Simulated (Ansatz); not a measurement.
## Ti3Si: equation of state with LDA

The system is Ti3Si.

```
Ti Si
1.0
     0.00000    3.14436    3.14436
     3.14436    0.00000    3.14436
     3.14436    3.14436    0.00000
Ti Si
3 1
Direct
  0.00000 0.00000 0.00000
  0.25000 0.25000 0.25000
  0.75000 0.75000 0.75000
  0.50000 0.50000 0.50000
```

The cell comes from a database or a generator and needn't be the stable form of this composition.

```json
{"Program": "Ansatz 0.2.0", "Task": "equation of state", "Functional": "LDA", "Potentials or basis": "all-electron LAPW, scalar-relativistic", "Basis error allowed": "0.002 eV/atom", "k mesh": "7 × 7 × 7", "Occupations": "fermi-dirac, width 0.05 eV", "Spin": "no spin polarisation"}
```

```yaml
Equilibrium_volume: "14.51 Å³/atom (rough: see the caveat)"
Bulk_modulus: 151 GPa (rough)
```

Energy against volume, from the lowest point:
```tsv
volume (Å³/atom)	energy (meV/atom)
14.611	0.00
14.922	4.91
15.233	15.29
15.544	30.58
15.855	50.30
16.166	74.00
16.477	101.28
```

All runs of the series together: 53 s on 2 threads of Arm Neoverse V1, with other jobs on the host.

Caveat: the minimum lies outside the volumes run.
